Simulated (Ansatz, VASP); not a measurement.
## Two plane-wave programs on TiC

INCAR

```
SYSTEM = TiC
PREC     = Accurate       ! precision mode
ENCUT    = 520            ! plane-wave cutoff, eV
EDIFF    = 1E-7           ! SCF threshold, eV
ISMEAR   = -1             ! smearing method
SIGMA    = 0.05           ! smearing width, eV
LREAL    = .FALSE.        ! projectors in reciprocal space
LASPH    = .TRUE.         ! aspherical terms in the spheres
NELM     = 100            ! most SCF steps
ALGO     = Normal         ! electronic algorithm
ISIF     = 2              ! what is computed and relaxed
LWAVE    = .FALSE.        ! write WAVECAR
LCHARG   = .FALSE.        ! write CHGCAR
GGA      = PE             ! functional
NBANDS   = 15             ! bands
```

The input KPOINTS:

```
regular mesh
0
G
  11 11 11
  0 0 0
```

The input POSCAR:

```
TiC
1.0
    0.0000000000      2.1215080947      2.1215080947
    2.1215080947      0.0000000000      2.1215080947
    2.1215080947      2.1215080947      0.0000000000
Ti C
1 1
Direct
    0.0000000000      0.0000000000      0.0000000000
    0.5000000000      0.5000000000      0.5000000000
```

The input input.yaml:

```yaml
crystal:
  lattice:
    - [0.0, 2.1215080947, 2.1215080947]
    - [2.1215080947, 0.0, 2.1215080947]
    - [2.1215080947, 2.1215080947, 0.0]
  atoms:
    - { symbol: Ti, position: [0.0, 0.0, 0.0] }
    - { symbol: C, position: [0.5, 0.5, 0.5] }
hamiltonian:
  xc: pbe
  pseudopotentials: { kind: paw }
kpoints:
  mp_grid: { grid: [11, 11, 11] }
scf:
  occupations: { method: fermi_dirac, width: 0.05 }
output:
  forces: true
  stress: true
  eigenvalues: true
```

Change from the starting cell: volume scaled by 0.94.

Alike in both runs: task single point; functional PBE; k mesh 11 × 11 × 11; occupations fermi-dirac, width 0.05 eV; no spin polarisation.

```csv
,VASP,Ansatz
version,VASP 6.6.1,Ansatz 0.2.0
potentials or method,"VASP PAW PBE potentials, release 64 (Ti_sv, C)",Ansatz PAW
plane-wave cutoff (eV),520,420
valence electrons in the cell,16,16
```

|  | VASP | Ansatz | Ansatz less VASP |
| --- | --- | --- | --- |
| gap on the k mesh at the Fermi level (eV) | none | none | - |
| pressure (GPa) | 18.1 | 17.9 | -0.16 |

A gap of «none» marks a metal or a gap that the smearing closes.
